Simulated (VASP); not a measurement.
# InP (F-43m) in VASP: notebook

Aim: see how the results for InP move with the level of theory and the settings. Levels: LDA, revPBE+D4. Tasks: single point.

Everything below comes from runs of VASP 6.6.1. Logs are shortened: lines on timing, memory, paths and dates and some standing lists are left out, and cuts for length are marked.

**The experiment to reproduce.**

A printed reference work, data compilation reports, for a bulk crystal of InP at 1.6 K: band gap 1.4236 eV (direct).

The results are compared with them further down.

## (1) The cell of the first run

The structure is cubic, space group F-43m (No. 216). Conventional cell: a = 5.861 Å, b = 5.861 Å, c = 5.861 Å, α = 90.00°, β = 90.00°, γ = 90.00°. Within 3.3 Å of In (site symmetry -43m) lie 4 P at 2.54 Å. Within 3.3 Å of P (site symmetry -43m) lie 4 In at 2.54 Å.

## (2) Single point, LDA

INCAR

```
SYSTEM = InP
PREC = Accurate ; ENCUT = 520
EDIFF = 1E-6 ; ISMEAR = 0
SIGMA = 0.05 ; LREAL = .False.
LASPH = .True. ; NELM = 80
ALGO = Normal ; ISIF = 2
LWAVE = .False. ; LCHARG = .False.
GGA = CA ; NBANDS = 16
```

KPOINTS

```
Automatic mesh
0
Gamma
  8 8 8
  0 0 0
```

POSCAR

```
InP
1.0
    0.0000000000      2.9305005221      2.9305005221
    2.9305005221      0.0000000000      2.9305005221
    2.9305005221      2.9305005221      0.0000000000
In P
1 1
Direct
    0.0000000000      0.0000000000      0.0000000000
    0.7500000000      0.7500000000      0.7500000000
```

Potentials or basis: VASP PAW LDA potentials, release 64 (In_d, P).

The run is started by

```
cat potpaw_LDA.64/In_d/POTCAR potpaw_LDA.64/P/POTCAR > POTCAR
mpirun -np 1 vasp_std > vasp.out
```

OUTCAR:

```text
SYSTEM = InP
   PREC = Accurate
   ENCUT = 520
   EDIFF = 1E-6
   ISMEAR = 0
   LREAL = .False.
   LASPH = .True.
   NELM = 80
   ISIF = 2
   GGA = CA

 ion  position               nearest neighbor table
   1  0.000  0.000  0.000-   2 2.54   2 2.54   2 2.54   2 2.54
   2  0.750  0.750  0.750-   1 2.54   1 2.54   1 2.54   1 2.54

  LATTYP: Found a face centered cubic cell.
 ALAT       =     5.8610010442

  Lattice vectors:

 A1 = (   0.0000000000,   2.9305005221,   2.9305005221)
 A2 = (   2.9305005221,   0.0000000000,   2.9305005221)
 A3 = (   2.9305005221,   2.9305005221,   0.0000000000)

Analysis of symmetry for initial positions (statically):
=====================================================================
 Subroutine PRICEL returns:
 Original cell was already a primitive cell.

 Routine SETGRP: Setting up the symmetry group for a
 face centered cubic supercell.

 Subroutine GETGRP returns: Found 24 space group operations
 (whereof 24 operations were pure point group operations)
 out of a pool of 48 trial point group operations.

The static configuration has the point symmetry T_d .

Analysis of symmetry for dynamics (positions and initial velocities):
=====================================================================
 Subroutine PRICEL returns:
 Original cell was already a primitive cell.

 Routine SETGRP: Setting up the symmetry group for a
 face centered cubic supercell.

 Subroutine GETGRP returns: Found 24 space group operations
 (whereof 24 operations were pure point group operations)
 out of a pool of 48 trial point group operations.

The dynamic configuration has the point symmetry T_d .

 Subroutine INISYM returns: Found 24 space group operations
 (whereof 24 operations are pure point group operations),
 and found     1 'primitive' translations

----------------------------------------------------------------------------------------

                                     Primitive cell

  volume of cell :      50.3333

  direct lattice vectors                    reciprocal lattice vectors
     0.000000000  2.930500522  2.930500522    -0.170619318  0.170619318  0.170619318
     2.930500522  0.000000000  2.930500522     0.170619318 -0.170619318  0.170619318
     2.930500522  2.930500522  0.000000000     0.170619318  0.170619318 -0.170619318

  length of vectors
     4.144353583  4.144353583  4.144353583     0.295521327  0.295521327  0.295521327

  position of ions in fractional coordinates (direct lattice)
     0.000000000  0.000000000  0.000000000
     0.750000000  0.750000000  0.750000000

  ion indices of the primitive-cell ions
   primitive index   ion index
                 1           1
                 2           2

----------------------------------------------------------------------------------------

 KPOINTS: Automatic mesh

Automatic generation of k-mesh.
 Grid dimensions read from file:
 generate k-points for:    8    8    8

 Generating k-lattice:

  Cartesian coordinates                     Fractional coordinates (reciprocal lattice)
    -0.021327415  0.021327415  0.021327415     0.125000000  0.000000000  0.000000000
     0.021327415 -0.021327415  0.021327415     0.000000000  0.125000000  0.000000000
     0.021327415  0.021327415 -0.021327415     0.000000000  0.000000000  0.125000000

  Length of vectors
     0.036940166  0.036940166  0.036940166

  Shift w.r.t. Gamma in fractional coordinates (k-lattice)
     0.000000000  0.000000000  0.000000000

 Subroutine IBZKPT returns following result:
 ===========================================

 Found     29 irreducible k-points:

 Following reciprocal coordinates:
            Coordinates               Weight
  0.000000  0.000000  0.000000      1.000000
  0.125000  0.000000  0.000000      8.000000
  0.250000  0.000000  0.000000      8.000000
  0.375000  0.000000  0.000000      8.000000
  0.500000  0.000000  0.000000      4.000000
  0.125000  0.125000  0.000000      6.000000
[... 16 lines left out ...]
  0.500000  0.250000  0.125000     48.000000
 -0.375000  0.250000  0.125000     24.000000
 [... further k-points ...]
   k-points           NKPTS =     29   k-points in BZ     NKDIM =     29   number of bands    NBANDS=     16
   number of dos      NEDOS =    301   number of ions     NIONS =      2
   total plane-waves  NPLWV =  32768
   dimension x,y,z NGX =    32 NGY =   32 NGZ =   32
   dimension x,y,z NGXF=    64 NGYF=   64 NGZF=   64
   ions per type =               1   1
   NGX,Y,Z   is equivalent  to a cutoff of  12.84, 12.84, 12.84 a.u.
   NGXF,Y,Z  is equivalent  to a cutoff of  25.67, 25.67, 25.67 a.u.
 SYSTEM =  InP
   PREC   = accura    normal or accurate (medium, high low for compatibility)
   ISTART =      0    job   : 0-new  1-cont  2-samecut
   ICHARG =      2    charge: 1-file 2-atom 10-const
   ISPIN  =      1    spin polarized calculation?
   LNONCOLLINEAR =      F non collinear calculations
   LSORBIT =      F    spin-orbit coupling
   LASPH  =      T    aspherical Exc in radial PAW
   ENCUT  =  520.0 eV  38.22 Ry    6.18 a.u.   7.71  7.71  7.71*2*pi/ulx,y,z
   NELM   =     80;   NELMIN=  2; NELMDL= -5     # of ELM steps
   EDIFF  = 0.1E-05   stopping-criterion for ELM
   LREAL  =      F    real-space projection
   EDIFFG = 0.1E-04   stopping-criterion for IOM
   NSW    =      0    number of steps for IOM
   IBRION =     -1    ionic relax: 0-MD 1-quasi-New 2-CG
   NFREE  =      0    steps in history (QN), initial steepest desc. (CG)
   ISIF   =      2    stress and relaxation
   ISYM   =      2    0-nonsym 1-usesym 2-fastsym
   POTIM  = 0.5000    time-step for ionic-motion
   TEBEG  =    0.0;   TEEND  =   0.0 temperature during run
   PSTRESS=    0.0 pullay stress
   NELECT =      18.0000    total number of electrons
   NUPDOWN=      -1.0000    fix difference up-down
   EMIN   =  10.00;   EMAX   =-10.00  energy-range for DOS
   EFERMI =   0.00;   METHOD = LEGACY
   ISMEAR =     0;   SIGMA  =   0.05  broadening in eV -4-tet -1-fermi 0-gaus
   EFERMI_NEDOS =   21; number of points for ismear=-14 and -15
   IALGO  =     38    algorithm
   IMIX   =      4    mixing-type and parameters
     AMIX     =   0.40;   BMIX     =  1.00
     AMIX_MAG =   1.60;   BMIX_MAG =  1.00
  volume/ion in A,a.u.               =      25.17       169.83
  Fermi-wavevector in a.u.,A,eV,Ry     =   1.162021  2.195901 18.371839  1.350292
  Thomas-Fermi vector in A             =   2.298586
   LORBIT       =      0    0 simple, 1 ext, 2 COOP (PROOUT), +10 PAW based schemes
   GGA     = CA    functional components
   LHFCALC =     F    Hartree Fock is set to
   AEXX    =    0.0000 exact exchange contribution
   IVDW    =     0    specifies the selected vdW correction
   LEPSILON=     F    determine dielectric tensor
   LRPA    =     F    only Hartree local field effects (RPA)
 non-spin polarized calculation
 Gauss-broadening in eV      SIGMA  =   0.05
  energy-cutoff  :      520.00
  volume of cell :       50.33
 maximum number of plane-waves:      1380
   NGX = 15   NGY = 15   NGZ = 15

 number of electron      18.0000005 magnetization

 Free energy of the ion-electron system (eV)
  ---------------------------------------------------
  ext. energy  EPLUGINS =         0.00000000
  ---------------------------------------------------
  free energy    TOTEN  =        -9.66916479 eV

  energy without entropy =       -9.66916479  energy(sigma->0) =       -9.66916479

 E-fermi :   5.2313     XC(G=0):  -9.6107

 val. band max:        5.0092157344   @ k =   0.0000   0.0000   0.0000
 cond. band min:       5.5195205937   @ k =   0.0000   0.0000   0.0000
 fundamental gap:      0.5103048592
 Fermi energy:         5.2313233912

 k-point     1 :       0.0000    0.0000    0.0000
  band No.  band energies     occupation
      1      -9.1780      2.00000
      2      -9.1780      2.00000
      3      -9.1780      2.00000
      4      -9.0230      2.00000
      5      -9.0230      2.00000
      6      -6.5361      2.00000
[... 8 lines left out ...]
     15      14.4593      0.00000
     16      14.4593      0.00000

 k-point     2 :       0.1250    0.0000    0.0000
  band No.  band energies     occupation
      1      -9.1969      2.00000
      2      -9.1704      2.00000
      3      -9.1704      2.00000
      4      -9.0229      2.00000
      5      -9.0229      2.00000
      6      -6.3562      2.00000
[... 8 lines left out ...]
     15      13.7732      0.00000
     16      14.0916      0.00000

 k-point     3 :       0.2500    0.0000    0.0000
  band No.  band energies     occupation
      1      -9.2402      2.00000
      2      -9.1543      2.00000
      3      -9.1543      2.00000
      4      -9.0204      2.00000
      5      -9.0204      2.00000
      6      -5.8525      2.00000
[... 8 lines left out ...]
     15      13.5354      0.00000
     16      13.9018      0.00000

 k-point     4 :       0.3750    0.0000    0.0000
  band No.  band energies     occupation
      1      -9.2808      2.00000
      2      -9.1422      2.00000
      3      -9.1422      2.00000
      4      -9.0137      2.00000
      5      -9.0137      2.00000
      6      -5.1739      2.00000
[... 8 lines left out ...]
     15      14.4641      0.00000
     16      14.4641      0.00000
[... 324 lines left out ...]
 k-point    22 :       0.3750    0.2500    0.1250
  band No.  band energies     occupation
      1      -9.2780      2.00000
      2      -9.1349      2.00000
      3      -9.1283      2.00000
      4      -9.0389      2.00000
      5      -9.0076      2.00000
      6      -5.4334      2.00000
[... 8 lines left out ...]
     15      15.1358      0.00000
     16      16.4661      0.00000

 k-point    23 :       0.5000    0.2500    0.1250
  band No.  band energies     occupation
      1      -9.3016      2.00000
      2      -9.1297      2.00000
      3      -9.1135      2.00000
      4      -9.0350      2.00000
      5      -9.0074      2.00000
      6      -4.8100      2.00000
[... 8 lines left out ...]
     15      15.7015      0.00000
     16      16.3238      0.00000

 k-point    24 :      -0.3750    0.2500    0.1250
  band No.  band energies     occupation
      1      -9.3101      2.00000
      2      -9.1292      2.00000
      3      -9.1084      2.00000
      4      -9.0290      2.00000
      5      -9.0100      2.00000
      6      -4.4589      2.00000
[... 8 lines left out ...]
     15      15.5777      0.00000
     16      16.2452      0.00000

 [... further k-points ...]

------------------------ aborting loop because EDIFF is reached ----------------------------------------

  FORCE on cell =-STRESS in cart. coord.  units (eV):
  Direction    XX          YY          ZZ          XY          YZ          ZX
  --------------------------------------------------------------------------------------
  -------------------------------------------------------------------------------------
  Total       -0.3749290     -0.3749290     -0.3749290      0.0000000     -0.0000000      0.0000000
  in kB      -11.9344991    -11.9344991    -11.9344991      0.0000000     -0.0000000      0.0000000
  external PRESSURE =     -11.9344991 kB  Pullay stress =       0.0000000 kB

 VOLUME and BASIS-vectors are now :
 -----------------------------------------------------------------------------
  energy-cutoff  :      520.00
  volume of cell :       50.33
      direct lattice vectors                 reciprocal lattice vectors
     0.000000000  2.930500522  2.930500522    -0.170619318  0.170619318  0.170619318
     2.930500522  0.000000000  2.930500522     0.170619318 -0.170619318  0.170619318
     2.930500522  2.930500522  0.000000000     0.170619318  0.170619318 -0.170619318

 POSITION                                       TOTAL-FORCE (eV/Angst)
 -----------------------------------------------------------------------------------
      0.00000      0.00000      0.00000        -0.000000     -0.000000     -0.000000
      4.39575      4.39575      4.39575         0.000000      0.000000      0.000000
 -----------------------------------------------------------------------------------
    total drift:                                0.000000      0.000000      0.000000

  FREE ENERGIE OF THE ION-ELECTRON SYSTEM (eV)
  ---------------------------------------------------
  free  energy   TOTEN  =        -9.6691647921 eV

  energy  without entropy=       -9.6691647921  energy(sigma->0) =       -9.66916479
```

It took 24 s on 1 thread of Intel Xeon 8259CL, shared host; peak memory 0.16 GiB.

What came out:

```
Free energy            : -9.6692 eV
Pressure               : -1.2 GPa
Band gap on the k mesh : 0.51 eV
```

Caveat: spin-orbit coupling is left out, which moves the levels of the heavy elements. As with any semilocal functional, this LDA gap is likely too small.

## (3) Single point, LDA (24.96 Å³/atom)

This run uses another cell than the first one, of 24.96 Å³/atom.

INCAR

```
SYSTEM = InP
PREC = Accurate
ENCUT = 520
EDIFF = 1E-7
ISMEAR = 0
SIGMA = 0.05
LREAL = .False.
LASPH = .True.
NELM = 100
ALGO = Normal
ISIF = 2
LWAVE = .False.
LCHARG = .False.
GGA = CA
NBANDS = 16
```

KPOINTS is that of step 2.

POSCAR

```
InP
1.0
    0.0000000000      2.9226186007      2.9226186007
    2.9226186007      0.0000000000      2.9226186007
    2.9226186007      2.9226186007      0.0000000000
In P
1 1
Direct
    0.0000000000      0.0000000000      0.0000000000
    0.7500000000      0.7500000000      0.7500000000
```

Potentials or basis: VASP PAW LDA potentials, release 64 (In_d, P).

The run is started by

```
cat potpaw_LDA.64/In_d/POTCAR potpaw_LDA.64/P/POTCAR > POTCAR
mpirun -np 1 vasp_std > vasp.out
```

Wall time 30 s (1 thread of Intel Xeon 8259CL, shared host); peak memory 0.16 GiB.

The run converged. Its results:

```yaml
Free_energy: -9.6713 eV
Pressure: -0.6 GPa
Band_gap_on_the_k_mesh: 0.55 eV
```

Levels at points of the mesh, in eV from the valence-band top:
| k point | band 6 | band 7 | band 8 | band 9 | band 10 | band 11 | band 12 | band 13 |
| --- | --- | --- | --- | --- | --- | --- | --- | --- |
| (0.00, 0.00, 0.00) | -11.60 | 0.00 | 0.00 | 0.00 | 0.55 | 3.96 | 3.96 | 3.96 |
| (0.50, 0.00, 0.00) | -9.82 | -5.87 | -1.00 | -1.00 | 1.34 | 4.70 | 4.70 | 6.91 |
| (0.50, 0.50, 0.00) | -9.14 | -5.90 | -2.39 | -2.39 | 1.58 | 2.12 | 9.04 | 9.48 |

Caveat: spin-orbit coupling is left out, which moves the levels of the heavy elements.

## (4) Single point, LDA (25.22 Å³/atom)

This run uses another cell than the first one, of 25.22 Å³/atom.

INCAR

```
SYSTEM = InP
PREC = Accurate
ENCUT = 520
EDIFF = 1E-6
ISMEAR = 0
SIGMA = 0.05
LREAL = .FALSE.
LASPH = .TRUE.
NELM = 60
ALGO = Normal
ISIF = 2
LWAVE = .FALSE.
LCHARG = .FALSE.
NBANDS = 16
```

KPOINTS

```
regular mesh
0
G
  8 8 8
  0 0 0
```

POSCAR

```
InP
1.0
    0.0000000000      2.9326014733      2.9326014733
    2.9326014733      0.0000000000      2.9326014733
    2.9326014733      2.9326014733      0.0000000000
In P
1 1
Direct
    0.0000000000      0.0000000000      0.0000000000
    0.7500000000      0.7500000000      0.7500000000
```

The run is started by

```
cat potpaw_LDA.64/In_d/POTCAR potpaw_LDA.64/P/POTCAR > POTCAR
mpirun -np 1 vasp_std > vasp.out
```

It took 28 s on 1 thread of Intel Xeon 8259CL, shared host; peak memory 0.16 GiB.

The run converged. Its results:

```yaml
Free_energy: -9.6684 eV
Pressure: -1.3 GPa
Band_gap_on_the_k_mesh: 0.50 eV
```

Levels at points of the mesh, in eV from the valence-band top:
```csv
k point,band 7,band 8,band 9,band 10,band 11,band 12
"(0.00, 0.00, 0.00)",0.00,0.00,0.00,0.50,3.96,3.96
"(0.50, 0.00, 0.00)",-5.82,-0.99,-0.99,1.32,4.70,4.70
"(0.50, 0.50, 0.00)",-5.85,-2.35,-2.35,1.60,2.13,8.98
```

Caveat: spin-orbit coupling is left out, which moves the levels of the heavy elements.

## (5) Single point, revPBE+D4

INCAR

```
PREC = Accurate
ENCUT = 520
EDIFF = 1E-6
ISMEAR = 0
SIGMA = 0.05
LREAL = F
LASPH = T
NELM = 100
ALGO = Normal
ISIF = 2
LWAVE = F
LCHARG = F
GGA = RE
IVDW = 13
NBANDS = 16
```

KPOINTS

```
regular mesh
0
Gamma
  8 8 8
```

POSCAR

```
InP
1.0
    0.0000000000      2.9305005221      2.9305005221
    2.9305005221      0.0000000000      2.9305005221
    2.9305005221      2.9305005221      0.0000000000
In P
1 1
Direct
    0.0000000000      0.0000000000      0.0000000000
    0.7500000000      0.7500000000      0.7500000000
```

Potentials or basis: VASP PAW PBE potentials, release 64 (In_d, P).

The run is started by

```
cat potpaw_PBE.64/In_d/POTCAR potpaw_PBE.64/P/POTCAR > POTCAR
mpirun -np 1 vasp_std > vasp.out
```

Run time: 33 s. Hardware: 1 thread of Intel Xeon 8259CL, shared host; peak memory 0.18 GiB.

Results (log left out):

```yaml
Free_energy: -8.8659 eV
Pressure: 0.7 GPa
Band_gap_on_the_k_mesh: 0.81 eV
Dispersion_energy_per_atom: -0.537 eV
```

Levels at points of the mesh, in eV from the valence-band top:
```
           k point  band 5  band 6  band 7  band 8  band 9  band 10  band 11  band 12  band 13  band 14
(0.00, 0.00, 0.00)  -14.05  -11.49    0.00    0.00    0.00     0.81     4.12     4.12     4.12     8.75
(0.50, 0.00, 0.00)  -14.03   -9.78   -5.69   -0.97   -0.97     1.57     4.84     4.84     7.22     9.61
(0.50, 0.50, 0.00)  -14.01   -9.13   -5.71   -2.31   -2.31     1.85     2.33     9.32     9.64     9.64
```

Caveat: the PAW data sets were made with another functional, which shifts forces and pressure a little; spin-orbit coupling is left out, which moves the levels of the heavy elements.

[end of part 1 of 2]
